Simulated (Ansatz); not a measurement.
`C[Se]C(F)(F)F` + PH₃ → `C[Se]P` + trifluoromethane at 600 K and 1 bar (ligand exchange at the Se–C bond).

Calculated with Ansatz (gas phase, PBE0-D4/def2-TZVP geometries, no zero-point term in ΔE). CCSD(T)/CBS is the MP2 limit (def2-TZVPP, def2-QZVPP) plus CCSD(T) − MP2 in def2-TZVPP, frozen cores. This one scheme is used for every species. For Se outer-core shells are correlated without core-valence functions, which leaves a few kJ/mol of doubt a bond. Scalar relativity is left out up to krypton. Each species was taken in one conformer, which may not be the lowest.

| species | CCSD(T)/CBS energy (Eh) | H − E (kJ/mol) | S (J/(mol·K)) |
| --- | --- | --- | --- |
| `C[Se]C(F)(F)F` | -2777.98277 | 195.3 | 444.5 |
| PH₃ | -342.72256 | 86.3 | 240.2 |
| `C[Se]P` | -2782.70431 | 192.9 | 391.6 |
| `FC(F)F` | -338.02896 | 97.7 | 303.2 |

H − E and S are ideal-gas, rigid-rotor, harmonic terms from PBE0-D4/def2-TZVP, for one conformer and one mirror image of each species. 1 Eh = 2625.50 kJ/mol, R = 8.31446 J/(mol·K).

Q: By hand: ΔE, ΔH, ΔS and ΔG.

A: ΔE = (-2782.70431) + (-338.02896) − (-2777.98277) − (-342.72256) = -0.02794 Eh = -73.4 kJ/mol. Δ(H − E) = 192.9 + 97.7 − 195.3 − 86.3 = 9.0, so ΔH = -64.4 kJ/mol. ΔS = 391.6 + 303.2 − 444.5 − 240.2 = 10.1 J/(mol·K). ΔG = -64.4 − 600 × (10.1)/1000 = -70.5 kJ/mol.

Q: By hand: the equilibrium constant, and the temperature at which ΔG would vanish if ΔH and ΔS stayed fixed.

A: log₁₀ K = −ΔG/(RT ln 10) = 6.1. ΔH and −TΔS have one sign here, so there is no such temperature.

The number of gas molecules stays the same, so ΔS is small and ΔH decides. A doubt of 5 kJ/mol in ΔE shifts log₁₀ K by 0.4 here. Other conformers and mirror images would add mixing entropy, several J/(mol·K) or more a flexible species. Modes under 60 cm⁻¹, often nearly free rotors, make the harmonic entropy too high. These are equilibria of isolated gas molecules and say nothing of rates. Largest T1 diagnostic: 0.013 (customary marks: 0.02 for closed shells, 0.045 for open ones).

ΔS is within the doubt of such terms, so its sign, and with it that verdict, could turn.
